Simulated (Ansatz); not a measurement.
# WS2: the cost of one run

Computed with Ansatz 0.2.0 (DFT PBE, scalar-relativistic, plane waves, PAW, unless a step's input says otherwise).

## Step 1: The structure to begin with

The structure is trigonal, space group P-3m1 (No. 164). The conventional cell has a = 3.183 Å, b = 3.183 Å, c = 23.669 Å, α = 90.00°, β = 90.00°, γ = 120.00°. W (site symmetry 3m) has 6 S at 2.41 Å in its first shell of neighbours. S (site symmetry 3m) has 3 W at 2.41 Å in its first shell of neighbours.

As a file:

```cif
data_structure
_symmetry_space_group_name_H-M 'P-3m1'
_symmetry_Int_Tables_number 164
_cell_length_a 3.1832
_cell_length_b 3.1832
_cell_length_c 23.6688
_cell_angle_alpha 90.000
_cell_angle_beta 90.000
_cell_angle_gamma 120.000
_cell_volume 207.70
loop_
_atom_site_label
_atom_site_type_symbol
_atom_site_symmetry_multiplicity
_atom_site_Wyckoff_symbol
_atom_site_fract_x
_atom_site_fract_y
_atom_site_fract_z
_atom_site_occupancy
W1 W 2 d 0.66667 0.33333 0.63732 1
S1 S 2 d 0.66667 0.33333 0.29682 1
S2 S 2 d 0.33333 0.66667 0.57144 1
```

The runs take a perfect supercell of 54 atoms; the defect goes to fractional position (0.111, 0.222, 0.297).

## Step 2: The perfect supercell

input.yaml

```yaml
crystal:
  lattice:
    - [9.549626, 0.0, 0.0]
    - [-4.774813, 8.270218, 0.0]
    - [0.0, 0.0, 23.668763]
  atoms:
    - { symbol: W, position: [0.111111, 0.222222, 0.637318] }
    - { symbol: W, position: [0.111111, 0.555556, 0.637318] }
    - { symbol: W, position: [0.111111, 0.888889, 0.637318] }
    - { symbol: W, position: [0.444444, 0.222222, 0.637318] }
    - { symbol: W, position: [0.444444, 0.555556, 0.637318] }
    - { symbol: W, position: [0.444444, 0.888889, 0.637318] }
    - { symbol: W, position: [0.777778, 0.222222, 0.637318] }
    - { symbol: W, position: [0.777778, 0.555556, 0.637318] }
    - { symbol: W, position: [0.777778, 0.888889, 0.637318] }
    - { symbol: W, position: [0.222222, 0.111111, 0.362682] }
    - { symbol: W, position: [0.222222, 0.444444, 0.362682] }
    - { symbol: W, position: [0.222222, 0.777778, 0.362682] }
    - { symbol: W, position: [0.555556, 0.111111, 0.362682] }
    - { symbol: W, position: [0.555556, 0.444444, 0.362682] }
    - { symbol: W, position: [0.555556, 0.777778, 0.362682] }
    - { symbol: W, position: [0.888889, 0.111111, 0.362682] }
    - { symbol: W, position: [0.888889, 0.444444, 0.362682] }
    - { symbol: W, position: [0.888889, 0.777778, 0.362682] }
    - { symbol: S, position: [0.111111, 0.222222, 0.296816] }
    - { symbol: S, position: [0.111111, 0.555556, 0.296816] }
    - { symbol: S, position: [0.111111, 0.888889, 0.296816] }
    - { symbol: S, position: [0.444444, 0.222222, 0.296816] }
    - { symbol: S, position: [0.444444, 0.555556, 0.296816] }
    - { symbol: S, position: [0.444444, 0.888889, 0.296816] }
    - { symbol: S, position: [0.777778, 0.222222, 0.296816] }
    - { symbol: S, position: [0.777778, 0.555556, 0.296816] }
    - { symbol: S, position: [0.777778, 0.888889, 0.296816] }
    - { symbol: S, position: [0.222222, 0.111111, 0.571442] }
    - { symbol: S, position: [0.222222, 0.444444, 0.571442] }
    - { symbol: S, position: [0.222222, 0.777778, 0.571442] }
    - { symbol: S, position: [0.555556, 0.111111, 0.571442] }
    - { symbol: S, position: [0.555556, 0.444444, 0.571442] }
    - { symbol: S, position: [0.555556, 0.777778, 0.571442] }
    - { symbol: S, position: [0.888889, 0.111111, 0.571442] }
    - { symbol: S, position: [0.888889, 0.444444, 0.571442] }
    - { symbol: S, position: [0.888889, 0.777778, 0.571442] }
    - { symbol: S, position: [0.111111, 0.222222, 0.428558] }
    - { symbol: S, position: [0.111111, 0.555556, 0.428558] }
    - { symbol: S, position: [0.111111, 0.888889, 0.428558] }
    - { symbol: S, position: [0.444444, 0.222222, 0.428558] }
    - { symbol: S, position: [0.444444, 0.555556, 0.428558] }
    - { symbol: S, position: [0.444444, 0.888889, 0.428558] }
    - { symbol: S, position: [0.777778, 0.222222, 0.428558] }
    - { symbol: S, position: [0.777778, 0.555556, 0.428558] }
    - { symbol: S, position: [0.777778, 0.888889, 0.428558] }
    - { symbol: S, position: [0.222222, 0.111111, 0.703184] }
    - { symbol: S, position: [0.222222, 0.444444, 0.703184] }
    - { symbol: S, position: [0.222222, 0.777778, 0.703184] }
    - { symbol: S, position: [0.555556, 0.111111, 0.703184] }
    - { symbol: S, position: [0.555556, 0.444444, 0.703184] }
    - { symbol: S, position: [0.555556, 0.777778, 0.703184] }
    - { symbol: S, position: [0.888889, 0.111111, 0.703184] }
    - { symbol: S, position: [0.888889, 0.444444, 0.703184] }
    - { symbol: S, position: [0.888889, 0.777778, 0.703184] }
basis:
  ecutwfc: 420
  fft_grid_basis: typed
kpoints:
  mp_grid: { grid: [3, 3, 1] }
hamiltonian:
  xc: pbe
  pseudopotentials: { kind: paw }
scf:
  occupations: { method: gaussian, width: 0.05 }
output:
  forces: true
  stress: false
  eigenvalues: true
  bader: false
  write_density: true
  volumetric_format: npy
```

Launch:

```console
$ ansatz run input.yaml --threads 8 --pin off --max-ram 16384MiB --backend cpu --events-out ev --progress --plain --runs-dir out
```

**Question.** How long does this run take on 8 threads of Intel Xeon 6975P-C (Granite Rapids), shared host, and how much memory does it need?

About 8.8 s, with a peak of 7.2 GiB.
